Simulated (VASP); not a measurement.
CdO (Monteponite):

```
Cd O
1.0
     0.00000    2.34765    2.34765
     2.34765    0.00000    2.34765
     2.34765    2.34765    0.00000
Cd O
1 1
Direct
  0.00000 0.00000 0.00000
  0.50000 0.50000 0.50000
```

Base run:

| Item | Value |
| --- | --- |
| Program | VASP 6.6.1 |
| Functional | TB-mBJ |
| Potentials or basis | VASP PAW PBE potentials, release 64 (Cd, O) |
| Cutoff | 520 eV |
| k mesh | 8 × 8 × 8 |
| Occupations | gaussian, width 0.02 eV |
| Spin | no spin polarisation |

Its results: band gap on the k mesh 1.43 eV, indirect (least direct gap 2.70 eV).

The run is repeated on the same cell with these changes: functional from TB-mBJ to B3LYP; k mesh from 8 × 8 × 8 to 4 × 4 × 4. What comes out?

Band gap on the k mesh 1.37 eV, indirect (least direct gap 2.71 eV).

Several settings changed at once, so the effect can't be laid on one alone.

Caveats: some runs use coarse meshes.

A k mesh can miss the band edges.
